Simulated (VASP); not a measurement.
Crystal: ZnS.

```xyz
16
Lattice="0.0000 5.4040 5.4040 5.4040 0.0000 5.4040 5.4040 5.4040 0.0000" Properties=species:S:1:pos:R:3 pbc="T T T"
Zn    1.3510    1.3510    1.3510
Zn    4.0530    4.0530    1.3510
Zn    4.0530    1.3510    4.0530
Zn    6.7550    4.0530    4.0530
Zn    1.3510    4.0530    4.0530
Zn    4.0530    6.7550    4.0530
Zn    4.0530    4.0530    6.7550
Zn    6.7550    6.7550    6.7550
S     0.0000    0.0000    0.0000
S     2.7020    2.7020    0.0000
S     2.7020    0.0000    2.7020
S     5.4040    2.7020    2.7020
S     0.0000    2.7020    2.7020
S     2.7020    5.4040    2.7020
S     2.7020    2.7020    5.4040
S     5.4040    5.4040    5.4040
```

```yaml
Program: VASP 6.6.1
Task: phonon dispersion
Functional: PBE
Potentials_or_basis: VASP PAW PBE potentials, release 64 (Zn, S)
Cutoff: 520 eV
k_mesh: 3 × 3 × 3
Occupations: gaussian, width 0.03 eV
Spin: no spin polarisation
Long-range_dipole_term: yes
Supercell_matrix: "[2, 0, 0, 0, 2, 0, 0, 0, 2]"
Further_INCAR_settings: LREAL = Auto; ALGO = Normal; EDIFF = 1e-07; IBRION = 6; POTIM = 0.015; NSW = 1
```

Question: Is this structure dynamically stable at this level, and how far does the spectrum reach?

Answer: Yes, as far as this q mesh shows: no mode on the path is imaginary. The highest frequency is 337 cm⁻¹.

Phonon frequencies at the corners of the path (cm⁻¹, interpolated; i marks imaginary ones):
| point | frequencies |
| --- | --- |
| Γ | 0 0 0 272 272 337 |
| X | 89 89 211 306 306 320 |
| W | 102 131 182 299 309 319 |
| K | 85 128 189 301 304 322 |
| L | 70 70 194 287 287 331 |
| U | 85 128 189 301 304 322 |

A q mesh this small can miss soft modes between its points.
